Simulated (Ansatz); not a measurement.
The parent structure is GeO2 (space group P3_121, No. 152; a = 4.989 Å, c = 5.675 Å).

Computed with Ansatz (a program for electronic structure) r2SCAN, without spin-orbit coupling.

One change was made to it. Results:

The band gap grows by 0.028 eV to 4.24 eV; the volume per atom decreases by 4.09 Å³ to 9.50 Å³; the electron mass changes from 0.39 mₑ along c, 0.43 mₑ across (at Γ) to 0.33 mₑ along c, 0.36 mₑ across (at Γ).

Problem. Name the change that was made.
A) pressure 9 GPa
B) pressure −2 GPa
C) pressure −1 GPa
D) pressure 30 GPa

Solution. D, pressure 30 GPa. For comparison, the band gap in the other runs: pressure 9 GPa gives 4.32 eV; pressure −2 GPa gives 4.11 eV; pressure −1 GPa gives 4.17 eV.

Load acts through the strain it causes; cell and atoms are relaxed under it. Effective masses come from finite differences of ±0.01 Å⁻¹. Whether these cells are dynamically stable was not tested. Competing high-pressure phases were not computed.
